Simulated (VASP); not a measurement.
# MgO (Fm-3m) in VASP: settings compared

The runs below take MgO through band structure, G0W0 quasiparticle levels, evGW0 quasiparticle levels, with PBE0, PBE.

Everything below comes from runs of VASP 6.6.1. Logs are shortened: lines on timing, memory, paths and dates and some standing lists are left out, and cuts for length are marked.

**What was measured.**

From “Electronic structure of alkaline earth and post-transition metal oxides”, 2009, arxiv:0908.1581, for a bulk crystal of MgO: band gap 7.83 eV.

The results are compared with them further down.

### Step 1. The structure

Symmetry: Fm-3m, No. 225, cubic system. Conventional cell: a = 4.194 Å, b = 4.194 Å, c = 4.194 Å, α = 90.00°, β = 90.00°, γ = 90.00°. Mg (site symmetry m-3m) is surrounded by 6 O at 2.10 Å. O (site symmetry m-3m) has 6 Mg at 2.10 Å as nearest neighbours.

The cell is a database's computed one.

### Step 2. Band structure, PBE0

File POSCAR:

```
MgO
1.0
    0.0000000000      2.0970013927      2.0970013927
    2.0970013927      0.0000000000      2.0970013927
    2.0970013927      2.0970013927      0.0000000000
Mg O
1 1
Direct
    0.0000000000      0.0000000000      0.0000000000
    0.5000000000      0.5000000000      0.5000000000
```

File INCAR.step1:

```
ALGO     = Normal         # electronic algorithm
EDIFF    = 1E-5           # SCF threshold, eV
ENCUT    = 520            # plane-wave cutoff, eV
GGA      = PE             # functional
ISIF     = 2              # what is computed and relaxed
ISMEAR   = 0              # smearing method
KPAR     = 4            
LASPH    = T              # aspherical terms in the spheres
LCHARG   = F              # write CHGCAR
LREAL    = F              # projectors in reciprocal space
LWAVE    = T              # write WAVECAR
NBANDS   = 11             # bands
NELM     = 80             # most SCF steps
PREC     = Accurate       # precision mode
SIGMA    = 0.02           # smearing width, eV
```

File INCAR.step2:

```
AEXX     = 0.25           # exact-exchange fraction
ALGO     = Normal         # electronic algorithm
EDIFF    = 1E-7           # SCF threshold, eV
ENCUT    = 520            # plane-wave cutoff, eV
GGA      = PE             # functional
HFRCUT   = -1           
ISIF     = 2              # what is computed and relaxed
ISMEAR   = 0              # smearing method
ISTART   = 1            
KPAR     = 4            
LASPH    = T              # aspherical terms in the spheres
LCHARG   = F              # write CHGCAR
LHFCALC  = T              # exact exchange
LREAL    = F              # projectors in reciprocal space
LWAVE    = F              # write WAVECAR
NBANDS   = 11             # bands
NELM     = 80             # most SCF steps
PREC     = Accurate       # precision mode
PRECFOCK = Fast         
SIGMA    = 0.02           # smearing width, eV
```

File KPOINTS:

```
k-points
0
Gamma
  8 8 8
```

File KPOINTS_OPT:

```
path GXWKGLUWLK,UX
8
line-mode
reciprocal
 0.0000000000  0.0000000000  0.0000000000  G
 0.5000000000  0.0000000000  0.5000000000  X

 0.5000000000  0.0000000000  0.5000000000  X
 0.5000000000  0.2500000000  0.7500000000  W

 0.5000000000  0.2500000000  0.7500000000  W
 0.3750000000  0.3750000000  0.7500000000  K

 0.3750000000  0.3750000000  0.7500000000  K
 0.0000000000  0.0000000000  0.0000000000  G

 0.0000000000  0.0000000000  0.0000000000  G
 0.5000000000  0.5000000000  0.5000000000  L

 0.5000000000  0.5000000000  0.5000000000  L
 0.6250000000  0.2500000000  0.6250000000  U

 0.6250000000  0.2500000000  0.6250000000  U
 0.5000000000  0.2500000000  0.7500000000  W

 0.5000000000  0.2500000000  0.7500000000  W
 0.5000000000  0.5000000000  0.5000000000  L

 0.5000000000  0.5000000000  0.5000000000  L
 0.3750000000  0.3750000000  0.7500000000  K

 0.6250000000  0.2500000000  0.6250000000  U
 0.5000000000  0.0000000000  0.5000000000  X
```

Potentials or basis: VASP PAW PBE potentials, release 64 (Mg, O).

The run is started by

```bash
> cat potpaw_PBE.64/Mg/POTCAR potpaw_PBE.64/O/POTCAR > POTCAR
> cp INCAR.step1 INCAR
> mpirun -np 4 vasp_std > vasp.out
> cp INCAR.step2 INCAR
> mpirun -np 4 vasp_std > vasp.out
```

OUTCAR:

```text
AEXX = 0.25
   EDIFF = 1E-7
   ENCUT = 520
   GGA = PE
   ISIF = 2
   ISMEAR = 0
   ISTART = 1
   LASPH = T
   LHFCALC = T
   LREAL = F
   NELM = 80
   PREC = Accurate
   PRECFOCK = Fast

 ion  position               nearest neighbor table
   1  0.000  0.000  0.000-   2 2.10   2 2.10   2 2.10   2 2.10   2 2.10   2 2.10
   2  0.500  0.500  0.500-   1 2.10   1 2.10   1 2.10   1 2.10   1 2.10   1 2.10

  LATTYP: Found a face centered cubic cell.
 ALAT       =     4.1940027854

  Lattice vectors:

 A1 = (   0.0000000000,   2.0970013927,   2.0970013927)
 A2 = (   2.0970013927,   0.0000000000,   2.0970013927)
 A3 = (   2.0970013927,   2.0970013927,   0.0000000000)

Analysis of symmetry for initial positions (statically):
=====================================================================
 Subroutine PRICEL returns:
 Original cell was already a primitive cell.

 Routine SETGRP: Setting up the symmetry group for a
 face centered cubic supercell.

 Subroutine GETGRP returns: Found 48 space group operations
 (whereof 48 operations were pure point group operations)
 out of a pool of 48 trial point group operations.

The static configuration has the point symmetry O_h .

Analysis of symmetry for dynamics (positions and initial velocities):
=====================================================================
 Subroutine PRICEL returns:
 Original cell was already a primitive cell.

 Routine SETGRP: Setting up the symmetry group for a
 face centered cubic supercell.

 Subroutine GETGRP returns: Found 48 space group operations
 (whereof 48 operations were pure point group operations)
 out of a pool of 48 trial point group operations.

The dynamic configuration has the point symmetry O_h .

 Subroutine INISYM returns: Found 48 space group operations
 (whereof 48 operations are pure point group operations),
 and found     1 'primitive' translations

----------------------------------------------------------------------------------------

                                     Primitive cell

  volume of cell :      18.4428

  direct lattice vectors                    reciprocal lattice vectors
     0.000000000  2.097001393  2.097001393    -0.238435702  0.238435702  0.238435702
     2.097001393  0.000000000  2.097001393     0.238435702 -0.238435702  0.238435702
     2.097001393  2.097001393  0.000000000     0.238435702  0.238435702 -0.238435702

  length of vectors
     2.965607810  2.965607810  2.965607810     0.412982751  0.412982751  0.412982751

  position of ions in fractional coordinates (direct lattice)
     0.000000000  0.000000000  0.000000000
     0.500000000  0.500000000  0.500000000

  ion indices of the primitive-cell ions
   primitive index   ion index
                 1           1
                 2           2

----------------------------------------------------------------------------------------

 KPOINTS: k-points

Automatic generation of k-mesh.
 Grid dimensions read from file:
 generate k-points for:    8    8    8

 Generating k-lattice:

  Cartesian coordinates                     Fractional coordinates (reciprocal lattice)
    -0.029804463  0.029804463  0.029804463     0.125000000  0.000000000  0.000000000
     0.029804463 -0.029804463  0.029804463     0.000000000  0.125000000  0.000000000
     0.029804463  0.029804463 -0.029804463     0.000000000  0.000000000  0.125000000

  Length of vectors
     0.051622844  0.051622844  0.051622844

  Shift w.r.t. Gamma in fractional coordinates (k-lattice)
     0.000000000  0.000000000  0.000000000

 Subroutine IBZKPT returns following result:
 ===========================================

 Found     29 irreducible k-points:

 Following reciprocal coordinates:
            Coordinates               Weight
  0.000000  0.000000  0.000000      1.000000
  0.125000  0.000000  0.000000      8.000000
  0.250000  0.000000  0.000000      8.000000
  0.375000  0.000000  0.000000      8.000000
  0.500000  0.000000  0.000000      4.000000
  0.125000  0.125000  0.000000      6.000000
[... 16 lines left out ...]
  0.500000  0.250000  0.125000     48.000000
 -0.375000  0.250000  0.125000     24.000000
 [... further k-points ...]
   k-points           NKPTS =     29   k-points in BZ     NKDIM =    512   number of bands    NBANDS=     11
   number of dos      NEDOS =    301   number of ions     NIONS =      2
   total plane-waves  NPLWV =  13824
   dimension x,y,z NGX =    24 NGY =   24 NGZ =   24
   dimension x,y,z NGXF=    48 NGYF=   48 NGZF=   48
   ions per type =               1   1
   NGX,Y,Z   is equivalent  to a cutoff of  13.45, 13.45, 13.45 a.u.
   NGXF,Y,Z  is equivalent  to a cutoff of  26.91, 26.91, 26.91 a.u.
 SYSTEM =  unknown system
   PREC   = accura    normal or accurate (medium, high low for compatibility)
   ISTART =      1    job   : 0-new  1-cont  2-samecut
   ICHARG =      0    charge: 1-file 2-atom 10-const
   ISPIN  =      1    spin polarized calculation?
   LNONCOLLINEAR =      F non collinear calculations
   LSORBIT =      F    spin-orbit coupling
   LASPH  =      T    aspherical Exc in radial PAW
   ENCUT  =  520.0 eV  38.22 Ry    6.18 a.u.   5.51  5.51  5.51*2*pi/ulx,y,z
   NELM   =     80;   NELMIN=  2; NELMDL=  0     # of ELM steps
   EDIFF  = 0.1E-06   stopping-criterion for ELM
   LREAL  =      F    real-space projection
   EDIFFG = 0.1E-05   stopping-criterion for IOM
   NSW    =      0    number of steps for IOM
   IBRION =     -1    ionic relax: 0-MD 1-quasi-New 2-CG
   NFREE  =      0    steps in history (QN), initial steepest desc. (CG)
   ISIF   =      2    stress and relaxation
   ISYM   =      3    0-nonsym 1-usesym 2-fastsym
   POTIM  = 0.5000    time-step for ionic-motion
   TEBEG  =    0.0;   TEEND  =   0.0 temperature during run
   PSTRESS=    0.0 pullay stress
   NELECT =       8.0000    total number of electrons
   NUPDOWN=      -1.0000    fix difference up-down
   EMIN   =  10.00;   EMAX   =-10.00  energy-range for DOS
   EFERMI =   0.00;   METHOD = LEGACY
   ISMEAR =     0;   SIGMA  =   0.02  broadening in eV -4-tet -1-fermi 0-gaus
   EFERMI_NEDOS =   21; number of points for ismear=-14 and -15
   IALGO  =     38    algorithm
   IMIX   =      1    mixing-type and parameters
     AMIX     =   0.40;   BMIX     =  1.00
     AMIX_MAG =   1.60;   BMIX_MAG =  1.00
  volume/ion in A,a.u.               =       9.22        62.23
  Fermi-wavevector in a.u.,A,eV,Ry     =   1.239261  2.341864 20.895389  1.535768
  Thomas-Fermi vector in A             =   2.373752
   LORBIT       =      0    0 simple, 1 ext, 2 COOP (PROOUT), +10 PAW based schemes
   GGA     = PE    functional components
   LHFCALC =     T    Hartree Fock is set to
   PRECFOCK=fast      Normal, Fast or Accurate (Low or Medium for compatibility)
   ENCUT4O =  -1.0   cutoff for four orbital integrals eV
   NKREDX  =     1    reduce k-point grid by
   NKREDY  =     1    reduce k-point grid by
   NKREDZ  =     1    reduce k-point grid by
   AEXX    =    0.2500 exact exchange contribution
   HFSCREEN=    0.0000 screening length (either q_TF or 0.3 A-1)
   HFSCREENC=   0.0000 screening length for correlation (either q_TF or 0.3 A-1)
   ENCUTFOCK=  -1.0 apply spherical cutoff to Coloumb kernel
   IVDW    =     0    specifies the selected vdW correction
   LEPSILON=     F    determine dielectric tensor
   LRPA    =     F    only Hartree local field effects (RPA)
 non-spin polarized calculation
 Gauss-broadening in eV      SIGMA  =   0.02
  energy-cutoff  :      520.00
  volume of cell :       18.44
 maximum number of plane-waves:       531
 NGX is ok and might be reduce to    24
  NGX = 14; NGY = 14; NGZ = 14

 number of electron       8.0000004 magnetization

 Free energy of the ion-electron system (eV)
  ---------------------------------------------------
  ext. energy  EPLUGINS =         0.00000000
  ---------------------------------------------------
  free energy    TOTEN  =       -14.78385933 eV

  energy without entropy =      -14.78385933  energy(sigma->0) =      -14.78385933

 E-fermi :   1.8120     XC(G=0):  -8.7423

 val. band max:        1.6409474673   @ k =   0.0000   0.0000   0.0000
 cond. band min:       8.9585061893   @ k =   0.0000   0.0000   0.0000
 fundamental gap:      7.3175587220
 Fermi energy:         1.8119594417

 k-point     1 :       0.0000    0.0000    0.0000
  band No.  band energies     occupation
      1     -17.2762      2.00000
      2       1.6409      2.00000
      3       1.6409      2.00000
      4       1.6409      2.00000
      5       8.9585      0.00000
      6      20.2557      0.00000
      7      20.2557      0.00000
      8      20.2557      0.00000
      9      24.1885      0.00000
     10      26.1810      0.00000
     11      26.1810      0.00000

 k-point     2 :       0.1250    0.0000    0.0000
  band No.  band energies     occupation
      1     -17.1002      2.00000
      2       0.6489      2.00000
      3       1.5241      2.00000
      4       1.5241      2.00000
      5       9.9001      0.00000
      6      18.5372      0.00000
      7      20.6449      0.00000
      8      20.6449      0.00000
      9      25.2313      0.00000
     10      25.2313      0.00000
     11      26.5172      0.00000

 k-point     3 :       0.2500    0.0000    0.0000
  band No.  band energies     occupation
      1     -16.6430      2.00000
      2      -1.2140      2.00000
      3       1.2562      2.00000
      4       1.2562      2.00000
      5      11.4261      0.00000
      6      17.0565      0.00000
      7      21.2039      0.00000
      8      21.2039      0.00000
      9      24.8487      0.00000
     10      24.8487      0.00000
     11      26.8428      0.00000
[... 267 lines left out ...]
 k-point    23 :       0.5000    0.2500    0.1250
  band No.  band energies     occupation
      1     -15.9095      2.00000
      2      -2.3854      2.00000
      3      -0.2532      2.00000
      4       0.6733      2.00000
      5      13.9397      0.00000
      6      16.1771      0.00000
      7      18.5099      0.00000
      8      21.8915      0.00000
      9      24.4352      0.00000
     10      27.2632      0.00000
     11      30.9075      0.00000

 k-point    24 :      -0.3750    0.2500    0.1250
  band No.  band energies     occupation
      1     -15.7288      2.00000
      2      -2.7152      2.00000
      3      -0.4771      2.00000
      4       0.5417      2.00000
      5      14.0581      0.00000
      6      16.8990      0.00000
      7      18.0602      0.00000
      8      21.6284      0.00000
      9      25.2700      0.00000
     10      26.9649      0.00000
     11      31.0305      0.00000

 [... further k-points ...]
[... 5 lines left out ...]
  --------------------------------------------------------------------------------------
  -------------------------------------------------------------------------------------
  Total        0.0741623      0.0741623      0.0741623      0.0000000      0.0000000      0.0000000
  in kB        6.4426994      6.4426994      6.4426994      0.0000000      0.0000000      0.0000000
  external PRESSURE =       6.4426994 kB  Pullay stress =       0.0000000 kB

 VOLUME and BASIS-vectors are now :
 -----------------------------------------------------------------------------
  energy-cutoff  :      520.00
  volume of cell :       18.44
      direct lattice vectors                 reciprocal lattice vectors
     0.000000000  2.097001393  2.097001393    -0.238435702  0.238435702  0.238435702
     2.097001393  0.000000000  2.097001393     0.238435702 -0.238435702  0.238435702
     2.097001393  2.097001393  0.000000000     0.238435702  0.238435702 -0.238435702

 POSITION                                       TOTAL-FORCE (eV/Angst)
 -----------------------------------------------------------------------------------
      0.00000      0.00000      0.00000         0.000000      0.000000      0.000000
      2.09700      2.09700      2.09700        -0.000000     -0.000000     -0.000000
 -----------------------------------------------------------------------------------
    total drift:                               -0.000000     -0.000000     -0.000000

  FREE ENERGIE OF THE ION-ELECTRON SYSTEM (eV)
  ---------------------------------------------------
  free  energy   TOTEN  =       -14.7838593311 eV

  energy  without entropy=      -14.7838593311  energy(sigma->0) =      -14.78385933
```

Run time: 6.3 min. Hardware: 4 MPI ranks of Intel Xeon Platinum 8559C (Emerald Rapids), shared host; peak memory 0.2 GiB.

Results:

| Property | Result |
| --- | --- |
| Free energy | -14.7839 eV |
| Pressure | 0.6 GPa |
| Band gap on the k mesh | 7.32 eV, direct |
| Band gap along the path | 7.32 eV, direct |

Levels at the corners of the path, in eV from the valence-band top:
```tsv
point	band 1	band 2	band 3	band 4	band 5	band 6	band 7	band 8
Γ	-18.92	0.00	0.00	0.00	7.32	18.61	18.61	18.61
X	-17.25	-4.47	-1.50	-1.50	11.63	12.77	16.29	22.37
X	-17.25	-4.47	-1.50	-1.50	11.63	12.77	16.29	22.37
W	-17.20	-3.24	-3.24	-1.94	14.53	14.53	15.15	18.59
W	-17.20	-3.24	-3.24	-1.94	14.53	14.53	15.15	18.59
K	-17.24	-3.82	-2.96	-1.28	12.76	14.73	15.59	21.36
K	-17.24	-3.82	-2.96	-1.28	12.76	14.73	15.59	21.36
Γ	-18.92	0.00	0.00	0.00	7.32	18.61	18.61	18.61
Γ	-18.92	0.00	0.00	0.00	7.32	18.61	18.61	18.61
L	-17.53	-5.02	-0.73	-0.73	10.51	15.80	19.24	19.24
L	-17.53	-5.02	-0.73	-0.73	10.51	15.80	19.24	19.24
U	-17.24	-3.82	-2.96	-1.28	12.76	14.73	15.59	21.36
U	-17.24	-3.82	-2.96	-1.28	12.76	14.73	15.59	21.36
W	-17.20	-3.24	-3.24	-1.94	14.53	14.53	15.15	18.59
W	-17.20	-3.24	-3.24	-1.94	14.53	14.53	15.15	18.59
L	-17.53	-5.02	-0.73	-0.73	10.51	15.80	19.24	19.24
L	-17.53	-5.02	-0.73	-0.73	10.51	15.80	19.24	19.24
K	-17.24	-3.82	-2.96	-1.28	12.76	14.73	15.59	21.36
U	-17.24	-3.82	-2.96	-1.28	12.76	14.73	15.59	21.36
X	-17.25	-4.47	-1.50	-1.50	11.63	12.77	16.29	22.37
```

Caveat: the PAW data sets were made with another functional, which shifts forces and pressure a little.

[end of part 1 of 2]
